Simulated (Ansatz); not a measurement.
TiTe:

```
Te Ti
1.0
     3.84200    0.00000    0.00000
    -1.92100    3.32727    0.00000
     0.00000    0.00000    6.40300
Te Ti
2 2
Direct
  0.66667 0.33333 0.75000
  0.33333 0.66667 0.25000
  0.00000 0.00000 0.50000
  0.00000 0.00000 0.00000
```

Base run:

- Program: Ansatz 0.2.0
- Functional: PBEsol
- Potentials or basis: all-electron LAPW, scalar-relativistic
- Cutoff: 231 eV
- Density cutoff: 924 eV
- Basis error allowed: 0.002 eV/atom
- k mesh: 8 × 8 × 4
- Occupations: fermi-dirac, width 0.05 eV
- Spin: no spin polarisation

Its results: pressure 3.4 GPa.

Q: The run is repeated on the same cell with these changes: functional from PBEsol to LDA. What comes out?

A: Pressure 0.7 GPa.

LDA binds more tightly than PBEsol, so the same cell stands under less pressure.

Not every run made on this cell is shown here.
